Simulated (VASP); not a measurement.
Set up this calculation in VASP 6.6.1, as the native input.

```yaml
Task: single point
Functional: PBE
Potentials_or_basis: VASP PAW PBE potentials, release 64 (Cr_pv)
Cutoff: 520 eV
k_mesh: 21 × 21 × 10
Occupations: gaussian, width 0.1 eV
Spin: no spin polarisation
Dipole_correction: no
Further_INCAR_settings: ALGO = Fast; EDIFF = 1e-06; NBANDS = 19
```

The structure of Cr lies in POSCAR:

```
Cr
1.0
    2.4388480750      0.0000000000      0.0000000000
   -1.2194240375      2.1121043889      0.0000000000
    0.0000000000      0.0000000000      4.3483766260
Cr
2
Direct
    0.3333333333      0.6666666667      0.2500000000
    0.6666666667      0.3333333333      0.7500000000
```

This isn't the form of Cr at room conditions, which is bcc.

These files were run (other wordings do the same):

INCAR

```
PREC     = Accurate       # precision mode
ENCUT    = 520            # plane-wave cutoff, eV
EDIFF    = 1E-6           # SCF threshold, eV
ISMEAR   = 0              # smearing method
SIGMA    = 0.1            # smearing width, eV
LREAL    = False          # projectors in reciprocal space
LASPH    = True           # aspherical terms in the spheres
NELM     = 100            # most SCF steps
ALGO     = Fast           # electronic algorithm
ISIF     = 2              # what is computed and relaxed
LWAVE    = False          # write WAVECAR
LCHARG   = True           # write CHGCAR
GGA      = PE             # functional
LELF     = True           # ELF
LVHAR    = True         
NBANDS   = 19             # bands
```

KPOINTS

```
Automatic mesh
0
Gamma
  21 21 10
```

Potentials or basis: VASP PAW PBE potentials, release 64 (Cr_pv).

Run with:

```bash
$ cat potpaw_PBE.64/Cr_pv/POTCAR > POTCAR
$ mpirun -np 1 vasp_std > vasp.out
```

Results of the run:

```json
{"Pressure": "16.2 GPa", "Band gap on the k mesh": "none (metal or under the smearing width)"}
```

Caveat: so large a pressure means that the cell lies far from this level's equilibrium, or that cutoff or potentials fall short; the run has no spin polarisation, though such a crystal can be magnetic.

Run time: 60 s on 1 thread of Intel(R) Xeon(R) Platinum 8559C (Emerald Rapids) (shared host), peak memory 0.2 GiB.
